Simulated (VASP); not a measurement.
# Pt (Fm-3m) in VASP: notebook

Runs on Pt. Level: PBE. Tasks: single point.

Everything below comes from runs of VASP 6.6.1. Logs are shortened: lines on timing, memory, paths and dates and some standing lists are left out, and cuts for length are marked.

### Step 1. Starting point

The structure is cubic, space group Fm-3m (No. 225). Conventional cell: a = 3.924 Å, b = 3.924 Å, c = 3.924 Å, α = 90.00°, β = 90.00°, γ = 90.00°. Pt (site symmetry m-3m) has 12 Pt at 2.77 Å as nearest neighbours.

### Step 2. Single point, PBE

File INCAR:

```
SYSTEM = Pt
  ALGO = Normal
  EDIFF = 1E-6
  ENCUT = 520
  GGA = PE
  ISIF = 2
  ISMEAR = -1
  LASPH = .TRUE.
  LCHARG = .FALSE.
  LREAL = .FALSE.
  LWAVE = .FALSE.
  NBANDS = 11
  NELM = 80
  PREC = Accurate
  SIGMA = 0.1
```

File KPOINTS:

```
k-points
0
G
  24 24 24
  0 0 0
```

File POSCAR:

```
Pt
1.0
    0.0000000000      1.9620000000      1.9620000000
    1.9620000000      0.0000000000      1.9620000000
    1.9620000000      1.9620000000      0.0000000000
Pt
1
Direct
    0.0000000000      0.0000000000      0.0000000000
```

Potentials or basis: VASP PAW PBE potentials, release 64 (Pt).

Launch:

```bash
$ cat potpaw_PBE.64/Pt/POTCAR > POTCAR
$ mpirun -np 1 vasp_std > vasp.out
```

OUTCAR:

```text
SYSTEM = Pt
   EDIFF = 1E-6
   ENCUT = 520
   GGA = PE
   ISIF = 2
   ISMEAR = -1
   LASPH = .TRUE.
   LREAL = .FALSE.
   NELM = 80
   PREC = Accurate

 ion  position               nearest neighbor table
   1  0.000  0.000  0.000-

  LATTYP: Found a face centered cubic cell.
 ALAT       =     3.9240000000

  Lattice vectors:

 A1 = (   0.0000000000,   1.9620000000,   1.9620000000)
 A2 = (   1.9620000000,   0.0000000000,   1.9620000000)
 A3 = (   1.9620000000,   1.9620000000,   0.0000000000)

Analysis of symmetry for initial positions (statically):
=====================================================================
 Subroutine PRICEL returns:
 Original cell was already a primitive cell.

 Routine SETGRP: Setting up the symmetry group for a
 face centered cubic supercell.

 Subroutine GETGRP returns: Found 48 space group operations
 (whereof 48 operations were pure point group operations)
 out of a pool of 48 trial point group operations.

The static configuration has the point symmetry O_h .

Analysis of symmetry for dynamics (positions and initial velocities):
=====================================================================
 Subroutine PRICEL returns:
 Original cell was already a primitive cell.

 Routine SETGRP: Setting up the symmetry group for a
 face centered cubic supercell.

 Subroutine GETGRP returns: Found 48 space group operations
 (whereof 48 operations were pure point group operations)
 out of a pool of 48 trial point group operations.

The dynamic configuration has the point symmetry O_h .

 Subroutine INISYM returns: Found 48 space group operations
 (whereof 48 operations are pure point group operations),
 and found     1 'primitive' translations

----------------------------------------------------------------------------------------

                                     Primitive cell

  volume of cell :      15.1052

  direct lattice vectors                    reciprocal lattice vectors
     0.000000000  1.962000000  1.962000000    -0.254841998  0.254841998  0.254841998
     1.962000000  0.000000000  1.962000000     0.254841998 -0.254841998  0.254841998
     1.962000000  1.962000000  0.000000000     0.254841998  0.254841998 -0.254841998

  length of vectors
     2.774687009  2.774687009  2.774687009     0.441399288  0.441399288  0.441399288

  position of ions in fractional coordinates (direct lattice)
     0.000000000  0.000000000  0.000000000

  ion indices of the primitive-cell ions
   primitive index   ion index
                 1           1

----------------------------------------------------------------------------------------

 KPOINTS: k-points

Automatic generation of k-mesh.
 Grid dimensions read from file:
 generate k-points for:   24   24   24

 Generating k-lattice:

  Cartesian coordinates                     Fractional coordinates (reciprocal lattice)
    -0.010618417  0.010618417  0.010618417     0.041666667  0.000000000  0.000000000
     0.010618417 -0.010618417  0.010618417     0.000000000  0.041666667  0.000000000
     0.010618417  0.010618417 -0.010618417     0.000000000  0.000000000  0.041666667

  Length of vectors
     0.018391637  0.018391637  0.018391637

  Shift w.r.t. Gamma in fractional coordinates (k-lattice)
     0.000000000  0.000000000  0.000000000

 Subroutine IBZKPT returns following result:
 ===========================================

 Found    413 irreducible k-points:

 Following reciprocal coordinates:
            Coordinates               Weight
  0.000000  0.000000  0.000000      1.000000
  0.041667  0.000000  0.000000      8.000000
  0.083333  0.000000  0.000000      8.000000
  0.125000  0.000000  0.000000      8.000000
  0.166667  0.000000  0.000000      8.000000
  0.208333  0.000000  0.000000      8.000000
[... 16 lines left out ...]
  0.416667  0.041667  0.000000     24.000000
  0.458333  0.041667  0.000000     24.000000
 [... further k-points ...]
   k-points           NKPTS =    413   k-points in BZ     NKDIM =    413   number of bands    NBANDS=     11
   number of dos      NEDOS =    301   number of ions     NIONS =      1
   total plane-waves  NPLWV =  13824
   dimension x,y,z NGX =    24 NGY =   24 NGZ =   24
   dimension x,y,z NGXF=    48 NGYF=   48 NGZF=   48
   ions per type =               1
   NGX,Y,Z   is equivalent  to a cutoff of  14.38, 14.38, 14.38 a.u.
   NGXF,Y,Z  is equivalent  to a cutoff of  28.76, 28.76, 28.76 a.u.
 SYSTEM =  Pt
   PREC   = accura    normal or accurate (medium, high low for compatibility)
   ISTART =      0    job   : 0-new  1-cont  2-samecut
   ICHARG =      2    charge: 1-file 2-atom 10-const
   ISPIN  =      1    spin polarized calculation?
   LNONCOLLINEAR =      F non collinear calculations
   LSORBIT =      F    spin-orbit coupling
   LASPH  =      T    aspherical Exc in radial PAW
   ENCUT  =  520.0 eV  38.22 Ry    6.18 a.u.   5.16  5.16  5.16*2*pi/ulx,y,z
   NELM   =     80;   NELMIN=  2; NELMDL= -5     # of ELM steps
   EDIFF  = 0.1E-05   stopping-criterion for ELM
   LREAL  =      F    real-space projection
   EDIFFG = 0.1E-04   stopping-criterion for IOM
   NSW    =      0    number of steps for IOM
   IBRION =     -1    ionic relax: 0-MD 1-quasi-New 2-CG
   NFREE  =      0    steps in history (QN), initial steepest desc. (CG)
   ISIF   =      2    stress and relaxation
   ISYM   =      2    0-nonsym 1-usesym 2-fastsym
   POTIM  = 0.5000    time-step for ionic-motion
   TEBEG  =    0.0;   TEEND  =   0.0 temperature during run
   PSTRESS=    0.0 pullay stress
   NELECT =      10.0000    total number of electrons
   NUPDOWN=      -1.0000    fix difference up-down
   EMIN   =  10.00;   EMAX   =-10.00  energy-range for DOS
   EFERMI =   0.00;   METHOD = LEGACY
   ISMEAR =    -1;   SIGMA  =   0.10  broadening in eV -4-tet -1-fermi 0-gaus
   EFERMI_NEDOS =   21; number of points for ismear=-14 and -15
   IALGO  =     38    algorithm
   IMIX   =      4    mixing-type and parameters
     AMIX     =   0.40;   BMIX     =  1.00
     AMIX_MAG =   1.60;   BMIX_MAG =  1.00
  volume/ion in A,a.u.               =      15.11       101.94
  Fermi-wavevector in a.u.,A,eV,Ry     =   1.426809  2.696278 27.698520  2.035784
  Thomas-Fermi vector in A             =   2.547046
   LORBIT       =      0    0 simple, 1 ext, 2 COOP (PROOUT), +10 PAW based schemes
   GGA     = PE    functional components
   LHFCALC =     F    Hartree Fock is set to
   AEXX    =    0.0000 exact exchange contribution
   IVDW    =     0    specifies the selected vdW correction
   LEPSILON=     F    determine dielectric tensor
   LRPA    =     F    only Hartree local field effects (RPA)
 non-spin polarized calculation
  energy-cutoff  :      520.00
  volume of cell :       15.11
 maximum number of plane-waves:       419
 NGX is ok and might be reduce to    24
   NGX = 11   NGY = 11   NGZ = 11

 number of electron      10.0000000 magnetization

 Free energy of the ion-electron system (eV)
  ---------------------------------------------------
  ext. energy  EPLUGINS =         0.00000000
  ---------------------------------------------------
  free energy    TOTEN  =        -6.11392687 eV

  energy without entropy =       -6.05916579  energy(sigma->0) =       -6.08654633

 E-fermi :  11.2409     XC(G=0): -13.4810

 val. band max:       11.2408517690   @ k =   0.5000   0.1667   0.0417
 cond. band min:      11.2431551649   @ k =   0.4167   0.2083   0.0000
 fundamental gap:      0.0023033959
 Fermi energy:        11.2408808585

 k-point     1 :       0.0000    0.0000    0.0000
  band No.  band energies     occupation
      1       1.0359      2.00000
      2       7.4573      2.00000
      3       7.4573      2.00000
      4       7.4573      2.00000
      5       9.6063      2.00000
      6       9.6063      2.00000
      7      25.8792      0.00000
      8      30.8356      0.00000
      9      30.8356      0.00000
     10      30.8356      0.00000
     11      36.1734      0.00000

 k-point     2 :       0.0417    0.0000    0.0000
  band No.  band energies     occupation
      1       1.1060      2.00000
      2       7.4253      2.00000
      3       7.4856      2.00000
      4       7.4856      2.00000
      5       9.5899      2.00000
      6       9.5899      2.00000
      7      25.9895      0.00000
      8      30.4382      0.00000
      9      30.9435      0.00000
     10      30.9435      0.00000
     11      36.6175      0.00000

 k-point     3 :       0.0833    0.0000    0.0000
  band No.  band energies     occupation
      1       1.3131      2.00000
      2       7.3370      2.00000
      3       7.5649      2.00000
      4       7.5649      2.00000
      5       9.5485      2.00000
      6       9.5485      2.00000
      7      26.3043      0.00000
      8      29.5098      0.00000
      9      31.2617      0.00000
     10      31.2617      0.00000
     11      37.5395      0.00000

 k-point     4 :       0.1250    0.0000    0.0000
  band No.  band energies     occupation
      1       1.6459      2.00000
      2       7.2151      2.00000
      3       7.6759      2.00000
      4       7.6760      2.00000
      5       9.5056      2.00000
      6       9.5056      2.00000
      7      26.7690      0.00000
      8      28.3761      0.00000
      9      31.7733      0.00000
     10      31.7733      0.00000
     11      37.4742      0.00000
[... 239 lines left out ...]
 k-point    22 :       0.3750    0.0417    0.0000
  band No.  band energies     occupation
      1       3.9078      2.00000
      2       7.5311      2.00000
      3       7.6426      2.00000
      4       8.3126      2.00000
      5      10.6279      1.99566
      6      10.8085      1.97384
      7      20.5350      0.00000
      8      26.3842      0.00000
      9      31.2591      0.00000
     10      32.1729      0.00000
     11      37.1476      0.00000

 k-point    23 :       0.4167    0.0417    0.0000
  band No.  band energies     occupation
      1       3.9697      2.00000
      2       7.4362      2.00000
      3       7.5488      2.00000
      4       9.1025      2.00000
      5      11.0676      1.69966
      6      11.0724      1.68700
      7      19.0499      0.00000
      8      25.9618      0.00000
      9      30.6147      0.00000
     10      31.2270      0.00000
     11      38.2108      0.00000

 k-point    24 :       0.4583    0.0417    0.0000
  band No.  band energies     occupation
      1       3.9833      2.00000
      2       7.3721      2.00000
      3       7.4790      2.00000
      4       9.8017      2.00000
      5      11.2343      1.03309
      6      11.5154      0.12077
      7      17.8055      0.00000
      8      25.6828      0.00000
      9      30.2138      0.00000
     10      30.5109      0.00000
     11      38.9565      0.00000

 [... further k-points ...]

------------------------ aborting loop because EDIFF is reached ----------------------------------------

  FORCE on cell =-STRESS in cart. coord.  units (eV):
  Direction    XX          YY          ZZ          XY          YZ          ZX
  --------------------------------------------------------------------------------------
  -------------------------------------------------------------------------------------
  Total        0.8854182      0.8854182      0.8854182     -0.0000000      0.0000000     -0.0000000
  in kB       93.9143653     93.9143653     93.9143653     -0.0000000      0.0000000     -0.0000000
  external PRESSURE =      93.9143653 kB  Pullay stress =       0.0000000 kB

 VOLUME and BASIS-vectors are now :
 -----------------------------------------------------------------------------
  energy-cutoff  :      520.00
  volume of cell :       15.11
      direct lattice vectors                 reciprocal lattice vectors
     0.000000000  1.962000000  1.962000000    -0.254841998  0.254841998  0.254841998
     1.962000000  0.000000000  1.962000000     0.254841998 -0.254841998  0.254841998
     1.962000000  1.962000000  0.000000000     0.254841998  0.254841998 -0.254841998

 POSITION                                       TOTAL-FORCE (eV/Angst)
 -----------------------------------------------------------------------------------
      0.00000      0.00000      0.00000         0.000000     -0.000000      0.000000
 -----------------------------------------------------------------------------------
    total drift:                               -0.000000      0.000000     -0.000000

  FREE ENERGIE OF THE ION-ELECTRON SYSTEM (eV)
  ---------------------------------------------------
  free  energy   TOTEN  =        -6.1139268706 eV

  energy  without entropy=       -6.0591657872  energy(sigma->0) =       -6.08654633
```

Wall time 25 s (1 thread of Intel Xeon Platinum 8488C (Sapphire Rapids), shared host); peak memory 0.2 GiB.

Results:

```yaml
Free_energy: -6.1139 eV
Pressure: 9.4 GPa
Band_gap_on_the_k_mesh: none (metal or under the smearing width)
```

Levels at points of the mesh, in eV from the Fermi level:
| k point | band 1 | band 2 | band 3 | band 4 | band 5 | band 6 | band 7 | band 8 | band 9 | band 10 |
| --- | --- | --- | --- | --- | --- | --- | --- | --- | --- | --- |
| (0.00, 0.00, 0.00) | -10.20 | -3.78 | -3.78 | -3.78 | -1.63 | -1.63 | 14.64 | 19.59 | 19.59 | 19.59 |
| (0.50, 0.00, 0.00) | -7.31 | -3.85 | -3.85 | -0.47 | 0.03 | 0.03 | 5.83 | 14.20 | 18.97 | 18.97 |
| (0.50, 0.50, 0.00) | -7.07 | -6.61 | 0.00 | 0.49 | 0.49 | 1.78 | 8.86 | 11.38 | 11.38 | 20.12 |

The run has no spin-orbit coupling, so splittings on Pt are missing.

### Step 3. Single point, PBE

INCAR is that of step 2.

File KPOINTS:

```
k-points
0
G
  36 36 36
  0 0 0
```

POSCAR is that of step 2.

Potentials or basis: VASP PAW PBE potentials, release 64 (Pt).

Launch:

```bash
$ cat potpaw_PBE.64/Pt/POTCAR > POTCAR
$ mpirun -np 1 vasp_std > vasp.out
```

OUTCAR:

```text
SYSTEM = Pt
   EDIFF = 1E-6
   ENCUT = 520
   GGA = PE
   ISIF = 2
   ISMEAR = -1
   LASPH = .TRUE.
   LREAL = .FALSE.
   NELM = 80
   PREC = Accurate

 ion  position               nearest neighbor table
   1  0.000  0.000  0.000-

  LATTYP: Found a face centered cubic cell.
 ALAT       =     3.9240000000

  Lattice vectors:

 A1 = (   0.0000000000,   1.9620000000,   1.9620000000)
 A2 = (   1.9620000000,   0.0000000000,   1.9620000000)
[... 516 lines left out ...]
     11      37.3460      0.00000

 [... further k-points ...]

------------------------ aborting loop because EDIFF is reached ----------------------------------------

  FORCE on cell =-STRESS in cart. coord.  units (eV):
  Direction    XX          YY          ZZ          XY          YZ          ZX
  --------------------------------------------------------------------------------------
  -------------------------------------------------------------------------------------
  Total        0.8857234      0.8857234      0.8857234     -0.0000000      0.0000000      0.0000000
  in kB       93.9467368     93.9467368     93.9467368     -0.0000000      0.0000000      0.0000000
  external PRESSURE =      93.9467368 kB  Pullay stress =       0.0000000 kB

 VOLUME and BASIS-vectors are now :
 -----------------------------------------------------------------------------
  energy-cutoff  :      520.00
  volume of cell :       15.11
      direct lattice vectors                 reciprocal lattice vectors
     0.000000000  1.962000000  1.962000000    -0.254841998  0.254841998  0.254841998
     1.962000000  0.000000000  1.962000000     0.254841998 -0.254841998  0.254841998
     1.962000000  1.962000000  0.000000000     0.254841998  0.254841998 -0.254841998

 POSITION                                       TOTAL-FORCE (eV/Angst)
 -----------------------------------------------------------------------------------
      0.00000      0.00000      0.00000         0.000000      0.000000      0.000000
 -----------------------------------------------------------------------------------
    total drift:                               -0.000000      0.000000     -0.000000

  FREE ENERGIE OF THE ION-ELECTRON SYSTEM (eV)
  ---------------------------------------------------
  free  energy   TOTEN  =        -6.1136682304 eV

  energy  without entropy=       -6.0589193375  energy(sigma->0) =       -6.08629378
```

OSZICAR:

```text
N       E                     dE             d eps       ncg     rms          rms(c)
DAV:   1     0.404303071375E+02    0.40430E+02   -0.53549E+03 27848   0.844E+02
DAV:   2    -0.586967752338E+01   -0.46300E+02   -0.44415E+02 31235   0.178E+02
DAV:   3    -0.648710892057E+01   -0.61743E+00   -0.61303E+00 32006   0.196E+01
DAV:   4    -0.648953420690E+01   -0.24253E-02   -0.24251E-02 31452   0.144E+00
DAV:   5    -0.648955369264E+01   -0.19486E-04   -0.19485E-04 32016   0.119E-01    0.129E+01
DAV:   6    -0.615593734158E+01    0.33362E+00   -0.75432E-01 29425   0.693E+00    0.685E+00
DAV:   7    -0.611718373498E+01    0.38754E-01   -0.14399E-01 31381   0.294E+00    0.253E+00
DAV:   8    -0.611385608851E+01    0.33276E-02   -0.61722E-03 29815   0.679E-01    0.552E-01
DAV:   9    -0.611366489342E+01    0.19120E-03   -0.15025E-04 30664   0.108E-01    0.443E-02
DAV:  10    -0.611366834932E+01   -0.34559E-05   -0.42248E-06 34062   0.156E-02    0.440E-03
DAV:  11    -0.611366823041E+01    0.11891E-06   -0.32503E-08 16682   0.171E-03
   1 F= -.61136682E+01 E0= -.60862938E+01  d E =-.547489E-01
```

stdout:

```text
POSCAR found type information on POSCAR Pt
 POSCAR found :  1 types and       1 ions
 scaLAPACK will be used
 LDA part: xc-table for (Slater+PW92), standard interpolation
 POSCAR, INCAR and KPOINTS ok, starting setup
 FFT: planning ... GRIDC
 FFT: planning ... GRID_SOFT
 FFT: planning ... GRID
 WAVECAR not read
 entering main loop
```

It took 70 s on 1 thread of Intel Xeon Platinum 8488C (Sapphire Rapids), shared host; peak memory 0.32 GiB.

Results:

```yaml
Free_energy: -6.1137 eV
Pressure: 9.4 GPa
Band_gap_on_the_k_mesh: none (metal or under the smearing width)
```

Levels at points of the mesh, in eV from the Fermi level:
```
           k point  band 1  band 2  band 3  band 4  band 5  band 6  band 7  band 8  band 9  band 10
(0.00, 0.00, 0.00)  -10.21   -3.79   -3.79   -3.79   -1.64   -1.64   14.64   19.59   19.59    19.59
(0.50, 0.00, 0.00)   -7.32   -3.85   -3.85   -0.47    0.03    0.03    5.82   14.20   18.96    18.96
(0.50, 0.50, 0.00)   -7.07   -6.61    0.00    0.48    0.48    1.78    8.86   11.38   11.38    20.12
```
